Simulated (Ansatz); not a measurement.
# C: the cost of one run

Program: Ansatz 0.2.0. Level of theory: DFT PBE, scalar-relativistic, plane waves, PAW. These are calculated values, not measurements.

A COD entry behind a cell of this session may itself be a prediction, so a difference from it is no test against experiment.

38 further runs of the same task are left out: 38 set aside as unsound or not needed.

## (1) The starting structure

Symmetry: P6_3/mmc, No. 194, hexagonal system. The conventional cell has a = 2.512 Å, b = 2.512 Å, c = 4.180 Å, α = 90.00°, β = 90.00°, γ = 120.00°. C (site symmetry 3m) is surrounded by 4 C at 1.54 to 1.57 Å.

As a file:

```cif
data_structure
_symmetry_space_group_name_H-M 'P6_3/mmc'
_symmetry_Int_Tables_number 194
_cell_length_a 2.5116
_cell_length_b 2.5116
_cell_length_c 4.1803
_cell_angle_alpha 90.000
_cell_angle_beta 90.000
_cell_angle_gamma 120.000
_cell_volume 22.84
loop_
_atom_site_label
_atom_site_type_symbol
_atom_site_symmetry_multiplicity
_atom_site_Wyckoff_symbol
_atom_site_fract_x
_atom_site_fract_y
_atom_site_fract_z
_atom_site_occupancy
C1 C 4 f 0.33333 0.66667 0.06273 1
```

This cell was relaxed beforehand with the same method: volume 5.71 Å³/atom, gap on the mesh 3.36 eV.

## (2) Plan of the line

The energy is mapped over a normal mode and a strain (zone-centre modes of the cell shown) (x along [1 0 0], y along [1 2 0], z along [0 0 1] of the conventional cell).

The axes are (1) amplitude of mode 10 (1264 cm⁻¹), largest displacement in the unstrained cell: 11 values from −0.060 Å; (2) normal strain along z: 7 values from −7.00 %.

Nothing else is relaxed (the pattern is fixed in fractional coordinates). Energies count from the relaxed high-symmetry cell. Points are written as (first, second).

The modes come from a phonon run on the reference cell, made beforehand.

Displacement patterns for an amplitude of 1 (Å):

```csv
atom,x1,y1,z1
C1,0.000,0.000,1.000
C2,0.000,0.000,1.000
C3,0.000,0.000,-1.000
C4,0.000,0.000,-1.000
```

## (3) The run at (−0.036 Å, −7.00 %)

input.yaml reads:

```yaml
crystal:
  lattice:
    - [2.5116408682, 0.0, 0.0]
    - [-1.2558204341, 2.175144797, 0.0]
    - [0.0, 0.0, 3.8876742553]
  atoms:
    - { symbol: C, position: [0.3333333333, 0.6666666667, 0.0541195747] }
    - { symbol: C, position: [0.6666666667, 0.3333333333, 0.5541195747] }
    - { symbol: C, position: [0.3333333333, 0.6666666667, 0.4458804253] }
    - { symbol: C, position: [0.6666666667, 0.3333333333, 0.9458804253] }
basis:
  ecutwfc: 520.0
kpoints:
  mp_grid: { grid: [12, 12, 6] }
hamiltonian:
  xc: pbe
  pseudopotentials: { kind: paw, azcp: { folder: soft_1 } }
scf:
  occupations: { method: gaussian, width: 0.05 }
output:
  forces: true
  stress: true
  eigenvalues: true
```

Started as:

```sh
$ ansatz run input.yaml --threads 1 --pin off --max-ram 2048MiB --backend cpu --events-out ev --progress --plain --runs-dir out
```

What time and memory should one allow on 1 thread of Arm Neoverse N1, shared host?

About 3.5 s, with a peak of 0.28 GiB.
